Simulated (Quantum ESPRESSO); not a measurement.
**CaO under changes of volume**

One of the cells (13.886 Å³/atom); the others are scaled copies at fixed shape and fractional positions:

```
Ca O
1.0
     0.00000    2.40356    2.40356
     2.40356    0.00000    2.40356
     2.40356    2.40356    0.00000
Ca O
1 1
Direct
  0.00000 0.00000 0.00000
  0.50000 0.50000 0.50000
```

The cell is a database's computed one.

| Property | Result |
| --- | --- |
| Program | Quantum ESPRESSO 7.5 |
| Functional | PBE |
| Potentials or basis | SSSP 1.3 efficiency PBE |
| Cutoff | 748 eV |
| Density cutoff | 5987 eV |
| k mesh | 10 × 10 × 10 |
| Occupations | fermi-dirac, width 0.05 eV |
| Spin | no spin polarisation |

```tsv
volume (Å³/atom)	energy over the lowest point (meV/atom)	pressure (GPa)	gap on the mesh (eV)
13.052	?	?	?
13.330	14.87	6.5	3.64
13.608	5.72	3.9	3.65
13.886	0.91	1.5	3.65
14.163	0.00	-0.6	3.66
14.441	2.58	-2.5	3.66
14.719	8.32	-4.3	3.66
```

Q: What does the run at 13.052 Å³/atom give?

A: Energy over the lowest point 28.82 meV/atom; pressure 9.4 GPa; gap on the mesh 3.63 eV.

Worked out: A Birch-Murnaghan fit of order 3 (a polynomial in V^(-2/3)) to the other rows has its minimum at 14.09 Å³/atom with B0 = V·E''(V) = 105 GPa and B' = 4.4. It gives 28.85 meV/atom at 13.052 Å³/atom, against the run's 28.82, and -dE/dV = 9.6 GPa, against 9.4. A straight line through the other rows of the gap, of slope 0.203 eV per unit of ln V, extrapolates to 3.64 eV, against the run's 3.63.

Energies are extrapolated to zero smearing.

A mesh can miss the band edges.
